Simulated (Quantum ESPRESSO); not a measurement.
# AlN (P6_3mc) in Quantum ESPRESSO: notebook

Runs on AlN. Level: PBE. Tasks: band structure.

Program: Quantum ESPRESSO 7.5. These are calculated values, not measurements. Logs are shortened: lines on timing, memory, paths and dates and some standing lists are left out, and cuts for length are marked.

**Experimental background.**

“Self-assembly of well-separated AlN nanowires directly on sputtered metallic TiN films”, 2019, arxiv:1910.07391 quotes, for a bulk crystal of AlN at 10 K: band gap 6.034 eV (an exciton energy, a little under the gap).

The runs below are set against these values where they give the same quantity.

**1. Starting point**

The structure is hexagonal, space group P6_3mc (No. 186). Conventional cell: a = 3.113 Å, b = 3.113 Å, c = 4.981 Å, α = 90.00°, β = 90.00°, γ = 120.00°. Around Al (site symmetry 3m) lie 4 N at 1.89 Å. Around N (site symmetry 3m) lie 4 Al at 1.89 Å.

**2. Band structure, PBE**

Input file pw.in:

```
&CONTROL
  calculation = 'scf'
  prefix = 'pwscf'
  outdir = './tmp'
  pseudo_dir = './pseudo'
  tprnfor = .true.
  tstress = .true.
  disk_io = 'low'
/
&SYSTEM
  ibrav = 0
  celldm(1) = 8
  nat = 4
  ntyp = 2
  ecutwfc = 84
  nbnd = 14
  occupations = 'smearing'
  smearing = 'fd'
  degauss = 0.00367493
/
&ELECTRONS
  conv_thr = 8d-10
  electron_maxstep = 120
  mixing_beta = 0.5
/
ATOMIC_SPECIES
Al    26.9815 Al.upf
N     14.0070 N.upf
CELL_PARAMETERS alat
  0.7353396782450   0.0000000000000   0.0000000000000
 -0.3676698391225   0.6368228417753   0.0000000000000
  0.0000000000000   0.0000000000000   1.1765907283451
ATOMIC_POSITIONS crystal
Al     0.6666666667    0.3333333333    0.5000000000
Al     0.3333333333    0.6666666667    0.0000000000
N      0.6666666667    0.3333333333    0.8800000000
N      0.3333333333    0.6666666667    0.3800000000
K_POINTS automatic
10 10 6 0 0 0
```

Input file bands.in:

```
&CONTROL
  calculation = 'bands'
  prefix = 'pwscf'
  outdir = './tmp'
  pseudo_dir = './pseudo'
  disk_io = 'low'
  verbosity = 'high'
/
&SYSTEM
  ibrav = 0
  celldm(1) = 8
  nat = 4
  ntyp = 2
  ecutwfc = 84
  nbnd = 14
  occupations = 'smearing'
  smearing = 'fd'
  degauss = 0.00367493
/
&ELECTRONS
  conv_thr = 1d-08
  electron_maxstep = 120
  mixing_beta = 0.5
  diago_full_acc = .true.
  startingwfc = 'random'
/
ATOMIC_SPECIES
Al    26.9815 Al.upf
N     14.0070 N.upf
CELL_PARAMETERS alat
  0.7353396782450   0.0000000000000   0.0000000000000
 -0.3676698391225   0.6368228417753   0.0000000000000
  0.0000000000000   0.0000000000000   1.1765907283451
ATOMIC_POSITIONS crystal
Al     0.6666666667    0.3333333333    0.5000000000
Al     0.3333333333    0.6666666667    0.0000000000
N      0.6666666667    0.3333333333    0.8800000000
N      0.3333333333    0.6666666667    0.3800000000
K_POINTS crystal
60
 0.0000000000  0.0000000000  0.0000000000 1
 0.0714285714  0.0000000000  0.0000000000 1
 0.1428571429  0.0000000000  0.0000000000 1
 0.2142857143  0.0000000000  0.0000000000 1
 0.2857142857  0.0000000000  0.0000000000 1
 0.3571428571  0.0000000000  0.0000000000 1
 0.4285714286  0.0000000000  0.0000000000 1
 0.5000000000  0.0000000000  0.0000000000 1
 0.4583333333  0.0833333333  0.0000000000 1
 0.4166666667  0.1666666667  0.0000000000 1
 0.3750000000  0.2500000000  0.0000000000 1
 0.3333333333  0.3333333333  0.0000000000 1
 0.2962962963  0.2962962963  0.0000000000 1
 0.2592592593  0.2592592593  0.0000000000 1
 0.2222222222  0.2222222222  0.0000000000 1
 0.1851851852  0.1851851852  0.0000000000 1
 0.1481481481  0.1481481481  0.0000000000 1
 0.1111111111  0.1111111111  0.0000000000 1
 0.0740740741  0.0740740741  0.0000000000 1
 0.0370370370  0.0370370370  0.0000000000 1
 0.0000000000  0.0000000000  0.0000000000 1
 0.0000000000  0.0000000000  0.1250000000 1
 0.0000000000  0.0000000000  0.2500000000 1
 0.0000000000  0.0000000000  0.3750000000 1
 0.0000000000  0.0000000000  0.5000000000 1
 0.0625000000  0.0000000000  0.5000000000 1
 0.1250000000  0.0000000000  0.5000000000 1
 0.1875000000  0.0000000000  0.5000000000 1
 0.2500000000  0.0000000000  0.5000000000 1
 0.3125000000  0.0000000000  0.5000000000 1
 0.3750000000  0.0000000000  0.5000000000 1
 0.4375000000  0.0000000000  0.5000000000 1
 0.5000000000  0.0000000000  0.5000000000 1
 0.4666666667  0.0666666667  0.5000000000 1
 0.4333333333  0.1333333333  0.5000000000 1
 0.4000000000  0.2000000000  0.5000000000 1
 0.3666666667  0.2666666667  0.5000000000 1
 0.3333333333  0.3333333333  0.5000000000 1
 0.3030303030  0.3030303030  0.5000000000 1
 0.2727272727  0.2727272727  0.5000000000 1
 0.2424242424  0.2424242424  0.5000000000 1
 0.2121212121  0.2121212121  0.5000000000 1
 0.1818181818  0.1818181818  0.5000000000 1
 0.1515151515  0.1515151515  0.5000000000 1
 0.1212121212  0.1212121212  0.5000000000 1
 0.0909090909  0.0909090909  0.5000000000 1
 0.0606060606  0.0606060606  0.5000000000 1
 0.0303030303  0.0303030303  0.5000000000 1
 0.0000000000  0.0000000000  0.5000000000 1
 0.5000000000  0.0000000000  0.5000000000 1
 0.5000000000  0.0000000000  0.4000000000 1
 0.5000000000  0.0000000000  0.3000000000 1
 0.5000000000  0.0000000000  0.2000000000 1
 0.5000000000  0.0000000000  0.1000000000 1
 0.5000000000  0.0000000000  0.0000000000 1
 0.3333333333  0.3333333333  0.0000000000 1
 0.3333333333  0.3333333333  0.1250000000 1
 0.3333333333  0.3333333333  0.2500000000 1
 0.3333333333  0.3333333333  0.3750000000 1
 0.3333333333  0.3333333333  0.5000000000 1
```

Potentials or basis: PseudoDojo 0.5 SR PBE stringent.

Run with:

```
> OMP_NUM_THREADS=1 pw.x -in pw.in > pw.out
> OMP_NUM_THREADS=1 pw.x -in bands.in > bands.out
```

pw.out:

```text
This program is part of the open-source Quantum ESPRESSO suite
     for quantum simulation of materials; please cite
[... 9 lines left out ...]
     --------------------
     sticks:   dense  smooth     PW     G-vecs:    dense   smooth      PW
     Sum         805     805    241                29383    29383    4661

     Using Slab Decomposition

     bravais-lattice index     =            0
     lattice parameter (alat)  =       8.0000  a.u.
     unit-cell volume          =     282.0993 (a.u.)^3
     number of atoms/cell      =            4
     number of atomic types    =            2
     number of electrons       =        16.00
     number of Kohn-Sham states=           14
     kinetic-energy cutoff     =      84.0000  Ry
     charge density cutoff     =     336.0000  Ry
     scf convergence threshold =      8.0E-10
     mixing beta               =       0.5000
     number of iterations used =            8  plain     mixing
     Exchange-correlation= PBE
                           (   1   4   3   4   0   0   0)

     celldm(1)=   8.000000  celldm(2)=   0.000000  celldm(3)=   0.000000
     celldm(4)=   0.000000  celldm(5)=   0.000000  celldm(6)=   0.000000

     crystal axes: (cart. coord. in units of alat)
               a(1) = (   0.735340   0.000000   0.000000 )
               a(2) = (  -0.367670   0.636823   0.000000 )
               a(3) = (   0.000000   0.000000   1.176591 )

     reciprocal axes: (cart. coord. in units 2 pi/alat)
               b(1) = (  1.359916  0.785148 -0.000000 )
               b(2) = (  0.000000  1.570295  0.000000 )
               b(3) = (  0.000000 -0.000000  0.849913 )

     PseudoPot. # 1 for Al read from file:
     Al.upf
     Pseudo is Norm-conserving + core correction, Zval =  3.0
     Generated using ONCVPSP code by D. R. Hamann
     Using radial grid of 1876 points,  6 beta functions with:
                l(1) =   0
                l(2) =   0
                l(3) =   1
                l(4) =   1
                l(5) =   2
                l(6) =   2

     PseudoPot. # 2 for N  read from file:
     N.upf
     Pseudo is Norm-conserving + core correction, Zval =  5.0
     Generated using ONCVPSP code by D. R. Hamann
     Using radial grid of 1058 points,  4 beta functions with:
                l(1) =   0
                l(2) =   0
                l(3) =   1
                l(4) =   1

     atomic species   valence    mass     pseudopotential
     Al                3.00    26.98150     Al( 1.00)
     N                 5.00    14.00700     N ( 1.00)

     12 Sym. Ops. (no inversion) found ( 6 have fractional translation)

   Cartesian axes

     site n.     atom                  positions (alat units)
         1        Al     tau(   1) = (   0.3676698   0.2122743   0.5882954  )
         2        Al     tau(   2) = (  -0.0000000   0.4245486   0.0000000  )
         3        N      tau(   3) = (   0.3676698   0.2122743   1.0353998  )
         4        N      tau(   4) = (  -0.0000000   0.4245486   0.4471045  )

     number of k points=    56  Fermi-Dirac smearing, width (Ry)=  0.0037
                       cart. coord. in units 2pi/alat
        k(    1) = (   0.0000000   0.0000000   0.0000000), wk =   0.0033333
        k(    2) = (   0.0000000   0.0000000   0.1416522), wk =   0.0066667
        k(    3) = (   0.0000000   0.0000000   0.2833044), wk =   0.0066667
        k(    4) = (   0.0000000   0.0000000  -0.4249566), wk =   0.0033333
        k(    5) = (   0.0000000   0.1570295   0.0000000), wk =   0.0200000
        k(    6) = (   0.0000000   0.1570295   0.1416522), wk =   0.0400000
[... 48 lines left out ...]
        k(   55) = (   0.4079747   0.7066329   0.2833044), wk =   0.0400000
        k(   56) = (   0.4079747   0.7066329  -0.4249566), wk =   0.0200000

     Dense  grid:    29383 G-vectors     FFT dimensions: (  36,  36,  60)

     Initial potential from superposition of free atoms

     starting charge      15.9951, renormalised to      16.0000
     Starting wfcs are   16 randomized atomic wfcs

     Self-consistent Calculation

     iteration #  1     ecut=    84.00 Ry     beta= 0.50
     Davidson diagonalization with overlap
     ethr =  1.00E-02,  avg # of iterations =  4.2

     total energy              =     -50.82064185 Ry
     estimated scf accuracy    <       1.20238368 Ry

     iteration #  2     ecut=    84.00 Ry     beta= 0.50
     Davidson diagonalization with overlap
     ethr =  7.51E-03,  avg # of iterations =  2.0

     total energy              =     -51.15552259 Ry
     estimated scf accuracy    <       0.14020670 Ry

     iteration #  3     ecut=    84.00 Ry     beta= 0.50
     Davidson diagonalization with overlap
     ethr =  8.76E-04,  avg # of iterations =  1.4

     total energy              =     -51.17439007 Ry
     estimated scf accuracy    <       0.01056449 Ry

     iteration #  4     ecut=    84.00 Ry     beta= 0.50
     Davidson diagonalization with overlap
[... 36 lines left out ...]

          k = 0.0000 0.0000 0.1417 (  3657 PWs)   bands (ev):

    -7.9323  -6.0961   1.5030   6.3161   6.3161   6.5089   6.8801   6.8801
    11.8157  13.8473  17.5271  18.2647  18.2647  19.4689

          k = 0.0000 0.0000 0.2833 (  3670 PWs)   bands (ev):

    -7.6239  -6.5908   2.4760   5.2262   6.4306   6.4306   6.7562   6.7562
    12.7629  13.9018  17.2623  18.2877  18.3137  18.3138

          k = 0.0000 0.0000-0.4250 (  3688 PWs)   bands (ev):

    -7.1503  -7.1503   3.7932   3.7932   6.5911   6.5911   6.5911   6.5911
    13.5726  13.5726  17.4512  17.4513  18.6138  18.6138

          k = 0.0000 0.1570 0.0000 (  3671 PWs)   bands (ev):

    -7.9118  -5.8168   1.2832   5.6949   6.1109   6.3584   6.9053   7.0508
    11.9025  14.2894  17.1779  17.4932  18.6610  19.8640

          k = 0.0000 0.1570 0.1417 (  3675 PWs)   bands (ev):

    -7.8071  -6.0166   1.6320   5.7400   6.0477   6.1598   6.8369   6.8472
    12.2694  14.3444  16.9312  17.5064  18.6025  19.3708
[... 51 lines left out ...]
          k = 0.0000 0.6281 0.0000 (  3661 PWs)   bands (ev):

    -6.4055  -5.3332   2.0452   3.2139   3.3356   5.1358   5.8000   6.5012
    13.1296  13.2646  15.2336  17.3979  18.2180  19.1847

          k = 0.0000 0.6281 0.1417 (  3667 PWs)   bands (ev):

    -6.3373  -5.4068   1.8437   2.8869   3.8456   5.2116   6.0078   6.3888
    12.6859  13.2936  15.8623  17.0427  18.5149  18.9051

          k = 0.0000 0.6281 0.2833 (  3673 PWs)   bands (ev):

    -6.1475  -5.6082   1.7010   2.3190   4.7790   5.4276   6.1013   6.1330
    12.3346  13.1967  16.1879  17.0485  18.4631  19.2999

          k = 0.0000 0.6281-0.4250 (  3672 PWs)   bands (ev):

    -5.8811  -5.8811   1.8697   1.8697   5.6697   5.6697   5.7470   5.7470
    12.6703  12.6703  16.5724  16.5724  18.8518  18.8518

          k = 0.0000-0.7851 0.0000 (  3658 PWs)   bands (ev):

    -6.0755  -5.3805   1.6886   2.9777   3.7772   5.0445   5.3398   6.4476
    12.9320  12.9503  15.3155  17.4016  18.0466  19.2908

          k = 0.0000-0.7851 0.1417 (  3658 PWs)   bands (ev):

    -6.0240  -5.4187   1.5406   2.6062   4.1673   5.1219   5.6823   6.3312
    12.4680  13.0115  16.0298  16.8833  18.3620  19.4095

          k = 0.0000-0.7851 0.2833 (  3662 PWs)   bands (ev):

    -5.8852  -5.5316   1.3984   1.9822   4.9850   5.3428   6.0344   6.0385
    12.0943  12.9575  16.2128  16.9109  18.4289  19.2193

          k = 0.0000-0.7851-0.4250 (  3676 PWs)   bands (ev):

    -5.7021  -5.7021   1.5354   1.5354   5.6702   5.6702   5.7562   5.7562
    12.4422  12.4422  16.4230  16.4230  18.9146  18.9146

          k = 0.1360 0.2355 0.0000 (  3675 PWs)   bands (ev):

    -7.6659  -5.6880   1.5802   4.9595   5.2076   6.0992   6.7254   6.9212
    12.7044  15.0365  16.3145  16.5594  19.0944  19.3132

          k = 0.1360 0.2355 0.1417 (  3682 PWs)   bands (ev):

    -7.5649  -5.8710   1.8750   5.0677   5.0737   5.9845   6.6506   6.8000
    12.8997  15.0661  16.0730  16.6507  18.8995  19.1973

          k = 0.1360 0.2355 0.2833 (  3684 PWs)   bands (ev):

    -7.2735  -6.3155   2.6324   4.5023   5.3754   5.9400   6.4522   6.4604
    13.4147  14.7979  15.9797  16.7334  18.5977  19.1040

          k = 0.1360 0.2355-0.4250 (  3686 PWs)   bands (ev):

    -6.8304  -6.8304   3.5944   3.5944   5.7998   5.7998   6.2639   6.2639
    14.1078  14.1078  16.3993  16.3993  18.8195  18.8195

          k = 0.1360 0.3926 0.0000 (  3684 PWs)   bands (ev):

    -7.2088  -5.4878   2.1491   3.7198   4.3029   5.5530   6.4765   6.6188
    13.6136  14.9155  15.2719  16.6327  18.3605  18.8290

          k = 0.1360 0.3926 0.1417 (  3674 PWs)   bands (ev):
[... 114 lines left out ...]
          k = 0.4080 0.7066 0.0000 (  3658 PWs)   bands (ev):

    -5.7361  -5.4081   2.3091   3.1863   3.6199   4.3306   4.8391   5.1005
    12.2907  15.3578  16.5743  16.9244  18.3407  18.9174

          k = 0.4080 0.7066 0.1417 (  3662 PWs)   bands (ev):

    -5.7050  -5.4191   2.3640   2.7805   3.2946   4.5758   4.9406   5.5481
    12.6567  15.2600  16.0602  16.5241  18.6565  18.8014

          k = 0.4080 0.7066 0.2833 (  3659 PWs)   bands (ev):

    -5.6253  -5.4582   2.3408   2.3429   3.1162   4.0590   5.7830   6.1641
    13.4899  14.7618  15.5751  15.7394  18.8004  18.9264

          k = 0.4080 0.7066-0.4250 (  3646 PWs)   bands (ev):

    -5.5315  -5.5315   2.2113   2.2113   3.4882   3.4882   6.2968   6.2968
    14.2104  14.2104  15.3870  15.3870  18.9141  18.9141

     the Fermi energy is     9.7880 ev

!    total energy              =     -51.17716311 Ry
     estimated scf accuracy    <          1.5E-10 Ry
     smearing contrib. (-TS)   =      -0.00000000 Ry
     internal energy E=F+TS    =     -51.17716311 Ry

     The total energy is F=E-TS. E is the sum of the following terms:
     one-electron contribution =      -2.07187036 Ry
     hartree contribution      =      11.37783267 Ry
     xc contribution           =     -16.99667714 Ry
     ewald contribution        =     -43.48644828 Ry

     convergence has been achieved in  12 iterations

     Forces acting on atoms (cartesian axes, Ry/au):

     atom    1 type  1   force =    -0.00000000   -0.00000000   -0.00507692
     atom    2 type  1   force =     0.00000000    0.00000000   -0.00507692
     atom    3 type  2   force =     0.00000000    0.00000000    0.00507692
     atom    4 type  2   force =    -0.00000000   -0.00000000    0.00507692

     Total force =     0.010154     Total SCF correction =     0.000000

     Computing stress (Cartesian axis) and pressure

          total   stress  (Ry/bohr**3)                   (kbar)     P=       33.53
   0.00019070   0.00000000  -0.00000000           28.05        0.00       -0.00
  -0.00000000   0.00019070  -0.00000000           -0.00       28.05       -0.00
  -0.00000000  -0.00000000   0.00030241           -0.00       -0.00       44.49

=------------------------------------------------------------------------------=
   JOB DONE.
=------------------------------------------------------------------------------=
```

Run time: 1.9 min. Hardware: 1 thread of Arm Neoverse V1, shared host; peak memory 0.1 GiB.

Results:

```
Free energy             : -696.3008 eV
Pressure                : 3.4 GPa
Largest force           : 0.131 eV/Å
Band gap on the k mesh  : 4.22 eV, direct
Band gap along the path : 4.22 eV, direct
```

Forces in eV/Å, atoms in the order of the input:
```
Al   0.000  0.000 -0.131
Al   0.000  0.000 -0.131
N    0.000  0.000  0.131
N    0.000  0.000  0.131
```

Stress tensor (GPa, compression positive):
```
2.81 0.00 0.00
0.00 2.81 0.00
0.00 0.00 4.45
```

Levels at the corners of the path, in eV from the valence-band top:
| point | band 4 | band 5 | band 6 | band 7 | band 8 | band 9 | band 10 | band 11 | band 12 | band 13 |
| --- | --- | --- | --- | --- | --- | --- | --- | --- | --- | --- |
| Γ | -0.83 | -0.83 | -0.18 | -0.18 | 0.00 | 4.22 | 6.68 | 10.59 | 11.19 | 11.19 |
| M | -4.13 | -3.33 | -2.06 | -1.77 | -0.66 | 5.83 | 5.84 | 8.21 | 10.30 | 10.94 |
| K | -3.75 | -3.75 | -2.42 | -2.37 | -2.37 | 5.08 | 8.38 | 9.70 | 9.70 | 11.55 |
| Γ | -0.83 | -0.83 | -0.18 | -0.18 | 0.00 | 4.22 | 6.68 | 10.59 | 11.19 | 11.19 |
| A | -3.31 | -0.51 | -0.51 | -0.51 | -0.51 | 6.47 | 6.47 | 10.35 | 10.35 | 11.51 |
| L | -5.57 | -1.44 | -1.44 | -1.35 | -1.35 | 5.34 | 5.34 | 9.32 | 9.32 | 11.81 |
| H | -4.81 | -3.83 | -3.83 | -0.78 | -0.78 | 7.44 | 7.44 | 7.88 | 7.88 | 11.91 |
| A | -3.31 | -0.51 | -0.51 | -0.51 | -0.51 | 6.47 | 6.47 | 10.35 | 10.35 | 11.51 |
| L | -5.57 | -1.44 | -1.44 | -1.35 | -1.35 | 5.34 | 5.34 | 9.32 | 9.32 | 11.81 |
| M | -4.13 | -3.33 | -2.06 | -1.77 | -0.66 | 5.83 | 5.84 | 8.21 | 10.30 | 10.94 |
| K | -3.75 | -3.75 | -2.42 | -2.37 | -2.37 | 5.08 | 8.38 | 9.70 | 9.70 | 11.55 |
| H | -4.81 | -3.83 | -3.83 | -0.78 | -0.78 | 7.44 | 7.44 | 7.88 | 7.88 | 11.91 |

Caveat: some levels on the path didn't converge.

**3. Band structure, PBE**

pw.in: that of step 2 with these lines changed.

```diff
@@ -14,4 +14,4 @@
   ntyp = 2
-  ecutwfc = 84
-  nbnd = 14
+  ecutwfc = 88
+  nbnd = 24
   occupations = 'smearing'
@@ -26,4 +26,4 @@
 ATOMIC_SPECIES
-Al    26.9815 Al.upf
-N     14.0070 N.upf
+Al    26.9815 Al_ONCV_PBE-1.2.upf
+N     14.0070 N_ONCV_PBE-1.2.upf
 CELL_PARAMETERS alat
```

bands.in: that of step 2 with these lines changed.

```diff
@@ -13,4 +13,4 @@
   ntyp = 2
-  ecutwfc = 84
-  nbnd = 14
+  ecutwfc = 88
+  nbnd = 24
   occupations = 'smearing'
@@ -27,4 +27,4 @@
 ATOMIC_SPECIES
-Al    26.9815 Al.upf
-N     14.0070 N.upf
+Al    26.9815 Al_ONCV_PBE-1.2.upf
+N     14.0070 N_ONCV_PBE-1.2.upf
 CELL_PARAMETERS alat
```

Potentials or basis: SG15 PBE 1.2.

Run with:

```
> OMP_NUM_THREADS=1 pw.x -in pw.in > pw.out
> OMP_NUM_THREADS=1 pw.x -in bands.in > bands.out
```

It took 2.3 min on 1 thread of Arm Neoverse V1, shared host; peak memory 0.13 GiB.

It converged, with:

```yaml
Free_energy: -4313.5906 eV
Pressure: 3.1 GPa
Largest_force: 0.118 eV/Å
Band_gap_on_the_k_mesh: 4.23 eV, direct
Band_gap_along_the_path: 4.23 eV, direct
```

Forces in eV/Å, atoms in the order of the input:
```
Al   0.000  0.000 -0.118
Al   0.000  0.000 -0.118
N    0.000  0.000  0.118
N    0.000  0.000  0.118
```

Stress tensor (GPa, compression positive):
```
2.55 0.00 0.00
0.00 2.55 0.00
0.00 0.00 4.17
```

Levels at the corners of the path, in eV from the valence-band top:
| point | band 14 | band 15 | band 16 | band 17 | band 18 | band 19 |
| --- | --- | --- | --- | --- | --- | --- |
| Γ | -0.18 | -0.18 | 0.00 | 4.23 | 6.69 | 10.59 |
| M | -2.07 | -1.77 | -0.66 | 5.85 | 5.86 | 8.22 |
| K | -2.42 | -2.38 | -2.38 | 5.09 | 8.40 | 9.72 |
| Γ | -0.18 | -0.18 | 0.00 | 4.23 | 6.69 | 10.59 |
| A | -0.51 | -0.51 | -0.51 | 6.47 | 6.47 | 10.35 |
| L | -1.44 | -1.35 | -1.35 | 5.35 | 5.35 | 9.34 |
| H | -3.83 | -0.79 | -0.79 | 7.46 | 7.46 | 7.89 |
| A | -0.51 | -0.51 | -0.51 | 6.47 | 6.47 | 10.35 |
| L | -1.44 | -1.35 | -1.35 | 5.35 | 5.35 | 9.34 |
| M | -2.07 | -1.77 | -0.66 | 5.85 | 5.86 | 8.22 |
| K | -2.42 | -2.38 | -2.38 | 5.09 | 8.40 | 9.72 |
| H | -3.83 | -0.79 | -0.79 | 7.46 | 7.46 | 7.89 |

**4. How close it comes**

Step 2. A measured gap of AlN is 6.034 eV (an exciton energy, a little under the gap; 10 K; quoted in “Self-assembly of well-separated AlN nanowires directly on sputtered metallic TiN films”, 2019, arxiv:1910.07391); the calculated 4.22 eV misses it by -1.81 eV. 2 values of this kind are on record (6.034 to 6.0343 eV); this one was drawn at random. The value is that of PBE, without temperature or zero-point motion. Semilocal functionals fall short of measured gaps as a rule.

Step 3. Against the measured gap of AlN, 6.034 eV (an exciton energy, a little under the gap; 10 K; quoted in “Self-assembly of well-separated AlN nanowires directly on sputtered metallic TiN films”, 2019, arxiv:1910.07391), the calculated 4.23 eV is off by -1.80 eV. 2 values of this kind are on record (6.034 to 6.0343 eV); this one was drawn at random. The value is that of PBE, without temperature or zero-point motion. Semilocal functionals fall short of measured gaps as a rule.
